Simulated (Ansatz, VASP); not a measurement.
**One calculation of Cu, two programs**

The input INCAR:

```
ALGO     = Fast           # electronic algorithm
EDIFF    = 1E-6           # SCF threshold, eV
ENCUT    = 520            # plane-wave cutoff, eV
GGA      = PE             # functional
ISIF     = 2              # what is computed and relaxed
ISMEAR   = 0              # smearing method
LASPH    = T              # aspherical terms in the spheres
LCHARG   = T              # write CHGCAR
LELF     = T              # ELF
LREAL    = F              # projectors in reciprocal space
LVHAR    = T            
LWAVE    = F              # write WAVECAR
NBANDS   = 18             # bands
NELM     = 60             # most SCF steps
PREC     = Accurate       # precision mode
SIGMA    = 0.1            # smearing width, eV
```

The input KPOINTS:

```
k-points
0
Gamma
  14 14 16
```

POSCAR

```
Cu
1.0
    2.9510618436      0.0000000000      0.0000000000
    0.0000000000      2.9510618436      0.0000000000
    0.0000000000      0.0000000000      2.7867019041
Cu
2
Direct
    0.0000000000      0.0000000000      0.0000000000
    0.5000000000      0.5000000000      0.5000000000
```

Input for Ansatz:

```yaml
crystal:
  lattice:
    - [2.9510618436, 0.0, 0.0]
    - [0.0, 2.9510618436, 0.0]
    - [0.0, 0.0, 2.7867019041]
  atoms:
    - { symbol: Cu, position: [0.0, 0.0, 0.0] }
    - { symbol: Cu, position: [0.5, 0.5, 0.5] }
basis:
  ecutwfc: 420
kpoints:
  mp_grid: { grid: [14, 14, 16] }
hamiltonian:
  xc: pbe
scf:
  occupations: { method: gaussian, width: 0.1 }
output:
  forces: true
  stress: true
  eigenvalues: true
```

Change from the starting cell: strain along c alone, the other axes held, atoms relaxed: +1.0 %.

Alike in both runs: task single point; functional PBE; k mesh 14 × 14 × 16; occupations gaussian, width 0.1 eV; no spin polarisation.

|  | VASP | Ansatz |
| --- | --- | --- |
| version | VASP 6.6.1 | Ansatz 0.2.0 |
| potentials or method | VASP PAW PBE potentials, release 64 (Cu) | scalar-relativistic, plane waves, PAW |
| plane-wave cutoff (eV) | 520 | 420 |
| valence electrons in the cell | 22 | 38 |

Ansatz gave:

- gap on the k mesh at the Fermi level (eV): none
- pressure (GPa): -1.4
- largest component of the traceless stress (GPa): 0.16

Task: Estimate VASP's values.

Result: gap on the k mesh at the Fermi level (eV): none; pressure (GPa): -0.3; largest component of the traceless stress (GPa): 0.20.

A gap of «none» marks a metal or a gap that the smearing closes. The functional is the same, so the differences come from potentials, cutoffs and numerics. The two sets of potentials don't hold the same shells in valence.
